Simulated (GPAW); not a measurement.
# AgCl (Chlorargyrite) (Fm-3m) in GPAW: a series of runs, part 2 of 2

GPAW 26.7.0.

## 5. G0W0 quasiparticle levels, LDA

run.py reads:

```python
import json
import numpy as np
from ase import Atoms
from ase.dft.bandgap import bandgap
from ase.io import write
from gpaw import GPAW, PW
from gpaw.response.g0w0 import G0W0

atoms = Atoms(['Ag', 'Cl'],
              cell=[[0.0, 2.735, 2.735],
                    [2.735, 0.0, 2.735],
                    [2.735, 2.735, 0.0]],
              scaled_positions=[[0.0, 0.0, 0.0],
                                [0.5, 0.5, 0.5]],
              pbc=True)

calc = GPAW(mode=PW(450),
            xc='LDA',
            kpts={'size': (4, 4, 4), 'gamma': True},
            occupations={'name': 'fermi-dirac', 'width': 0.001},
            nbands=23,
            convergence={'density': 1e-06},
            maxiter=150,
            txt='gpaw.txt')
atoms.calc = calc
energy = atoms.get_potential_energy()
calc.write('gs.gpw')
write('result.traj', atoms)
print(f'Energy: {energy:.6f} eV')
print('Fermi level:', round(calc.get_fermi_level(), 4), 'eV')
print(f'Gap: {bandgap(calc)[0]:.4f} eV, direct: {bandgap(calc, direct=True)[0]:.4f} eV')

calc.diagonalize_full_hamiltonian(nbands=266)
calc.write('full.gpw', mode='all')

ibz = calc.get_ibz_k_points()
gap, vbm, cbm = bandgap(calc, output=None)
gap, direct, _ = bandgap(calc, direct=True, output=None)
gamma = int(np.abs(ibz).sum(1).argmin())
kpts = sorted({gamma, vbm[1], cbm[1], direct[1]})
gw = G0W0(calc='full.gpw',
          filename='gw',
          ecut=200,
          ecut_extrapolation=True,
          relbands=(-2, 2),
          kpts=kpts,
          integrate_gamma='WS',
          ppa=True)
gw.calculate()
results = {mode: {key: np.asarray(r[key]).tolist() for key in ['f', 'eps', 'vxc', 'exx', 'sigma', 'Z', 'qp', 'sigma_eskn']}
           for mode, r in gw.all_results.items()}
json.dump({'kpts': ibz[kpts].tolist(), 'results': results}, open('gw.json', 'w'))
for mode, r in results.items():
    f, qp = np.array(r['f']), np.array(r['qp'])
    print(mode, 'quasiparticle energies (eV):')
    print(qp.round(3))
    print(mode, 'gap:', round(qp[f < 0.5].min() - qp[f > 0.5].max(), 4), 'eV')
```

Potentials or basis: the program's PAW data sets (release 1.2.1) made for this functional, pw.

The run is started by

```console
$ OMP_NUM_THREADS=1 python run.py
```

gpaw.txt:

```text
__  _  _
 | _ |_)|_||  |
 |__||  | ||/\| - 26.7.0

Input parameters:
  mode=PW(ecut=450.00000000000006),
  convergence={'density': 1e-06},
  kpts=MonkhorstPack(size=(4, 4, 4), gamma=True),
  maxiter=150,
  nbands=23,
  occupations=Occupations(name='fermi-dirac', width=0.001),
  xc=XC(name='LDA')

Diagonalizing LCAO Hamiltonian
Converting LCAO to pw mode

                Cl

       Ag

Atoms  # Å, Bohr magnetons
|   | symbol |        x |        y |        z |    initial magnetic moments |
|---|--------|----------|----------|----------|-----------------------------|
| 0 |     Ag | 0.000000 | 0.000000 | 0.000000 | ( 0.0000,  0.0000,  0.0000) |
| 1 |     Cl | 2.735000 | 2.735000 | 2.735000 | ( 0.0000,  0.0000,  0.0000) |

Unit cell  # Å
| periodic |        x |        y |        z |  lengths |    angles |
|----------|----------|----------|----------|----------|-----------|
|      yes | 0.000000 | 2.735000 | 2.735000 | 3.867874 | 60.000000 |
|      yes | 2.735000 | 0.000000 | 2.735000 | 3.867874 | 60.000000 |
|      yes | 2.735000 | 2.735000 | 0.000000 | 3.867874 | 60.000000 |

Number of symmetries: 48
Symmetry operations  # r_c * U_cc + t_c -> r_c
|    | kind |            matrix            |
|----|------|------------------------------|
|  0 |  σ   |  1, 0, 0,  1, 0,-1,  1,-1, 0 |
|  1 |  C2  |  1, 0, 0,  1,-1, 0,  1, 0,-1 |
|  2 |  E   |  1, 0, 0,  0, 1, 0,  0, 0, 1 |
|  3 |  σ   |  1, 0, 0,  0, 0, 1,  0, 1, 0 |
|  4 |  C4  |  1, 0,-1,  1, 0, 0,  1,-1, 0 |
|  5 |  S6  |  1, 0,-1,  1,-1, 0,  1, 0, 0 |
|  6 |  σ   |  1, 0,-1,  0, 1,-1,  0, 0,-1 |
|  7 |  C3  |  1, 0,-1,  0, 0,-1,  0, 1,-1 |
|  8 |  S6  |  1,-1, 0,  1, 0, 0,  1, 0,-1 |
|  9 |  C4  |  1,-1, 0,  1, 0,-1,  1, 0, 0 |
| 10 |  C3  |  1,-1, 0,  0,-1, 1,  0,-1, 0 |
| 11 |  σ   |  1,-1, 0,  0,-1, 0,  0,-1, 1 |
| 12 |  σ   |  0, 1, 0,  1, 0, 0,  0, 0, 1 |
| 13 |  C4  |  0, 1, 0,  0, 1,-1, -1, 1, 0 |
| 14 |  C3  |  0, 1, 0,  0, 0, 1,  1, 0, 0 |
| 15 |  S6  |  0, 1, 0, -1, 1, 0,  0, 1,-1 |
| 16 |  C2  |  0, 1,-1,  1, 0,-1,  0, 0,-1 |
| 17 |  σ   |  0, 1,-1,  0, 1, 0, -1, 1, 0 |
| 18 |  S4  |  0, 1,-1,  0, 0,-1,  1, 0,-1 |
| 19 |  C4  |  0, 1,-1, -1, 1, 0,  0, 1, 0 |
| 20 |  C3  |  0, 0, 1,  1, 0, 0,  0, 1, 0 |
| 21 |  σ   |  0, 0, 1,  0, 1, 0,  1, 0, 0 |
| 22 |  S6  |  0, 0, 1,  0,-1, 1, -1, 0, 1 |
| 23 |  C4  |  0, 0, 1, -1, 0, 1,  0,-1, 1 |
| 24 |  S4  |  0, 0,-1,  1, 0,-1,  0, 1,-1 |
| 25 |  C3  |  0, 0,-1,  0, 1,-1,  1, 0,-1 |
| 26 |  C2  |  0, 0,-1,  0,-1, 0, -1, 0, 0 |
| 27 |  S6  |  0, 0,-1, -1, 0, 0,  0,-1, 0 |
| 28 |  S4  |  0,-1, 1,  1,-1, 0,  0,-1, 0 |
| 29 |  C4  |  0,-1, 1,  0, 0, 1, -1, 0, 1 |
| 30 |  C2  |  0,-1, 1,  0,-1, 0,  1,-1, 0 |
[... 95 lines left out ...]
      lmax: 2
    cutoffs:
      filter: 1.40  # [Å]
      core: 1.49  # [Å]
    projectors
    | kind |    occ | energy [eV] | rcut [Å] |
    |------|--------|-------------|----------|
    |   3s |  2.000 |     -20.688 |    0.794 |
    |   3p |  5.000 |      -8.701 |    0.794 |
    |    s |        |       6.523 |    0.794 |
    |    p |        |      18.511 |    0.794 |
    |    d |        |       0.000 |    0.794 |

    Using partial waves for Cl as LCAO basis

Reference energy: -156983.661887  # eV

eigensolver:
  PPCG
  Converge bands: occupied
  niter=2

density mixing:
  MSR1-Mixer
  Pratt-step length: 0.05
  Maximum mixing coefficient: 0.75
  Old densities: 10
  SVD Regularization: 0.005
  Good broyden scale: 1.0
  Trust region scale: 1.0
  Backstep threshold: 4.0
  History deletion threshold: 6.0
  Fourier metric: weight=20.0, sigma=0.015

occupation numbers:
  Fermi-Dirac:
    width: 0.0010  # eV

poisson solver:
  ecut: 3600.0000000000005  # eV

xc functional:
  name: None

convergence criteria:
- Maximum integral of absolute [dens]ity change: 1e-06 electrons / valence electron
- Maximum [total energy] change in last 3 cyles: 0.0005 eV / valence electron
- Maximum integral of absolute [eigenst]ate change: 4e-08 eV^2 / valence electron
maximum number of iterations: 150

SCF iterations
|iter     | |      energy | eigst |  dens |
|---------|-|-------------|-------|-------|
|iter:   1| |   -6.968547 | -0.53 |       |
|iter:   2| |   -6.941380 | -2.33 | -1.57 |
|iter:   3| |   -6.833637 | -2.56 | -1.62 |
|iter:   4| |   -6.830469 | -4.14 | -2.05 |
|iter:   5| |   -6.829704c| -4.60 | -2.50 |
|iter:   6| |   -6.829703c| -6.12 | -3.22 |
|iter:   7| |   -6.829703c| -7.65c| -3.88 |
|iter:   8| |   -6.829703c| -8.15c| -4.75 |
|iter:   9| |   -6.829703c| -8.94c| -5.82 |
|iter:  10| |   -6.829703c| -9.49c| -6.29c|

Converged in 10 steps
Energy contributions relative to reference atoms: (reference = -156983.661887)

Energy contributions:
  Kinetic:           7.194970
  Coulomb:          -6.921755
  Zero:              0.002549
  External:          0.000000
  Xc:               -7.105468
  Entropy:          -0.000000
  Spinorbit:         0.000000
  ----------------------------
  Free energy:      -6.829703
  Extrapolated:     -6.829703

dipole moment: (-16.806251, -16.806251, -16.806251)  # |e|*Ang

Fermi level: 4.674
Eigenvalues  # (at kpt = [0.000, 0.000, 0.000])
| band index |      eig [eV] | occ [0-2] |
|------------|---------------|-----------|
|          0 |       -49.060 |     2.000 |
|        ... |               |           |
|          4 |         1.585 |     2.000 |
|          5 |         1.585 |     2.000 |
|          6 |         1.585 |     2.000 |
|          7 |         1.628 |     2.000 |
|          8 |         1.628 |     2.000 |
|          9 |         1.795 |     2.000 |
[... 8 lines left out ...]
|         18 |        17.557 |     0.000 |
|         19 |        17.557 |     0.000 |
|        ... |               |           |
|         22 |        24.224 |     0.000 |

Gap: 0.591 eV
Transition (v -> c):
  (s=0, k=7, n=11, [0.50, 0.50, 0.50]) -> (s=0, k=0, n=12, [0.00, 0.00, 0.00])
Direct/indirect transitions are different
Direct gap: 3.088 eV
Transition at: (s=0, k=0, n=11, [0.00, 0.00, 0.00])
# Writing to gs.gpw (mode='')

Matrix size: 896x896
# Writing to full.gpw (mode='all')
```

stdout:

```text
Energy: -6.829703 eV
Fermi level: 4.6745 eV
Gap: 0.5905 eV, direct: 3.0881 eV
IBZ(<points: 8, symmetries: 48>)
Occupied bands: 12
Calculating eigenvalues:
  k-points: 2
  Bands: 10-13 (inclusive)
HSE06-eigenvalue shifts:
  min: -4.542 eV
  ave: 0.633 eV
  max: 6.677 eV
GW quasiparticle energies (eV):
[[[ 0.721  0.721  5.471 15.756]
  [ 3.589  3.589  8.636 11.813]]]
GW gap: 1.8817 eV
```

Run time: 10 min. Hardware: 1 thread of Arm Neoverse V1, shared host; peak memory 0.39 GiB.

Results:

| Property | Result |
| --- | --- |
| Free energy | -6.8297 eV |
| Band gap on the k mesh, mean-field level | 0.59 eV, indirect (least direct gap 3.09 eV) |
| Quasiparticle gap | 1.88 eV |
| Least direct quasiparticle gap | 4.75 eV |

Caveat: the k mesh is coarse (spacing up to 0.50 Å⁻¹), so the values aren't converged; the quasiparticle gap is taken among the few k points that were corrected; the long-wavelength limit can be off by several per cent where d states take part. A k mesh can miss the band edges.

## 6. How close it comes

Step 3. Against the measured gap of AgCl, 3.249 eV (indirect; a printed reference work, data compilation), the calculated 0.82 eV is off by -2.43 eV. So large a miss can be the level of theory's own, or it may mean another phase, state or a wrong row. The value is that of PW91, without temperature or zero-point motion. Semilocal functionals fall short of measured gaps as a rule.
